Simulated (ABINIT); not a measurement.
Input of an ABINIT 10.8.3 (patched build) run:

File run.abi:

```
pp_dirpath "./"
pseudos "Sn.GGA_PBE-JTH.xml, O.GGA_PBE-JTH.xml"

acell 3*1.0
rprim
     5.9184899415     0.0000000000     0.0000000000
     0.0000000000     5.9184899415     0.0000000000
     0.0000000000     0.0000000000     5.9184899415
ntypat 2
znucl 50 8
natom 2
typat 1 2
xcart
     0.0608243211    -0.0481469157    -0.0247096955
     2.9328958535     3.0399672551     2.9764322655
chkprim 0
chksymtnons 0
tolsym 1.0e-6

ecut 23.0
pawecutdg 45.0
pawxcdev 0

kptopt 1
ngkpt 9 9 9
nshiftk 1
shiftk 0.0 0.0 0.0

ixc 11

nband 14
occopt 3
tsmear 0.00183747

nstep 100
tolvrs 1.0e-9

iomode 3
prtwf 0
prteig 0
prtebands 0
enunit 2
prtden 1
prtvha 1
prtvclmb 1
prtpot 1
```

Potentials or basis: JTH PAW PBE v2.0.

The run is started by

```sh
$ abinit run.abi > log 2>&1
```

Task: What does it give for the largest force?

Result: 0.312 eV/Å.

Task: Estimate the pressure.

Result: -0.2 GPa.

Task: Predict the band gap on the k mesh.

Result: 0.47 eV, indirect (least direct gap 0.91 eV).

Stress tensor (GPa, compression positive):
```
-0.25  0.05  0.02
 0.05 -0.14 -0.02
 0.02 -0.02 -0.20
```

Caveat: spin-orbit coupling is left out, which moves the levels of the heavy elements; an odd mesh through Γ misses points on the zone boundary, where band edges often lie.
